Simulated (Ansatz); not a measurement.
Here is the system:

```
SrF2
1.0
    4.07711     0.00000     0.00000
    0.00000     5.76590     0.00000
    2.03855     2.88295     2.09844
Sr F
1 2
Cartesian
  0.00000   0.00000   0.00000
  2.03855   4.31065   0.00000
  2.03855   1.45525   0.00000
```

No spin polarisation.

Computed with PBE in Ansatz (plane waves to 420 eV, PAW, without spin-orbit coupling). Settings: 10×10×10 k-points, 0.05 eV Fermi–Dirac smearing.

Predict the gap character, band gap and pressure.

The gap character is indirect, X → Γ and the band gap is 6.83 eV. The pressure (mean of the normal stresses, compression positive) is 1.24 GPa.

The cells carry an imposed strain or load. No phonon test of stability was made. The cell was made from SrF2 in the fluorite structure (space group Fm-3m, No. 225) by this change: biaxial strain −1.56 %, plane normal [110], relaxed out of plane.

Ansatz is an electronic-structure program.
